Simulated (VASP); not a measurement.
Wanted: the native input for a VASP 6.6.1 run.

```yaml
Task: single point
Functional: r2SCAN
Potentials_or_basis: VASP PAW PBE potentials, release 64 (Sr_sv, O)
Cutoff: 520 eV
k_mesh: 5 × 3 × 3, shifted
Occupations: gaussian, width 0.1933 eV
Spin: no spin polarisation
Dipole_correction: no
Further_INCAR_settings: ALGO = Normal; EDIFF = 1e-06
```

SrO:

```
Sr O
1.0
    -2.64563   -0.00292    2.64889
     2.62792   -5.28070    2.63702
     2.65302    5.29996    2.65043
Sr O
4 4
Direct
  0.05224 0.03558 0.02326
  0.95240 0.48920 0.53333
  0.49185 0.03336 0.50779
  0.54470 0.52551 0.99140
  0.04768 0.21165 0.76490
  0.01303 0.76001 0.25537
  0.62226 0.24321 0.25487
  0.47803 0.75692 0.75379
```

The cell was built by a generator and needn't be a form met in nature.

The input as run:

POSCAR

```
SrO
1.0
   -2.6456350000     -0.0029240000      2.6488920000
    2.6279160000     -5.2807020000      2.6370210000
    2.6530190000      5.2999570000      2.6504290000
Sr O
4 4
Direct
    0.0522390000      0.0355750000      0.0232580000
    0.9524000000      0.4891980000      0.5333290000
    0.4918540000      0.0333570000      0.5077860000
    0.5447000000      0.5255140000      0.9914030000
    0.0476790000      0.2116480000      0.7649040000
    0.0130350000      0.7600100000      0.2553730000
    0.6222620000      0.2432090000      0.2548670000
    0.4780340000      0.7569250000      0.7537880000
```

INCAR.step1

```
PREC     = Accurate       # precision mode
ENCUT    = 520            # plane-wave cutoff, eV
ISMEAR   = -5             # smearing method
SIGMA    = 0.1933         # smearing width, eV
LREAL    = False          # projectors in reciprocal space
LASPH    = True           # aspherical terms in the spheres
NELM     = 100            # most SCF steps
GGA      = PE             # functional
ALGO     = Normal         # electronic algorithm
EDIFF    = 1E-4           # SCF threshold, eV
LWAVE    = True           # write WAVECAR
LCHARG   = False          # write CHGCAR
```

INCAR.step2

```
PREC     = Accurate       # precision mode
ENCUT    = 520            # plane-wave cutoff, eV
EDIFF    = 1E-6           # SCF threshold, eV
ISMEAR   = 0              # smearing method
SIGMA    = 0.1933         # smearing width, eV
LREAL    = False          # projectors in reciprocal space
LASPH    = True           # aspherical terms in the spheres
NELM     = 100            # most SCF steps
ALGO     = Normal         # electronic algorithm
ISIF     = 2              # what is computed and relaxed
LWAVE    = False          # write WAVECAR
LCHARG   = False          # write CHGCAR
METAGGA  = R2SCAN         # meta-GGA
LMIXTAU  = True         
LORBIT   = 10             # projections on sites
ISTART   = 1
```

KPOINTS

```
Automatic mesh
0
Gamma
  5 3 3
  0.5 0.5 0
```

Potentials or basis: VASP PAW PBE potentials, release 64 (Sr_sv, O).

Command:

```bash
$ cat potpaw_PBE.64/Sr_sv/POTCAR potpaw_PBE.64/O/POTCAR > POTCAR
$ cp INCAR.step1 INCAR
$ mpirun -np 1 vasp_std > vasp.out
$ cp INCAR.step2 INCAR
$ mpirun -np 1 vasp_std > vasp.out
```

It gave:

The pressure is -1.9 GPa and the largest force is 2.541 eV/Å. The band gap on the k mesh is 3.82 eV, indirect (least direct gap 3.87 eV) and the valence electrons inside the program's atomic spheres are Sr 8.19, 8.14, 8.10; O 5.01, 4.94, 5.02, 4.96.

Caveat: the PAW data sets were made with another functional, which shifts forces and pressure a little.

It took 4.2 min on 1 thread of Intel(R) Xeon(R) 6975P-C (Granite Rapids), on a shared host, peak memory 0.31 GiB.
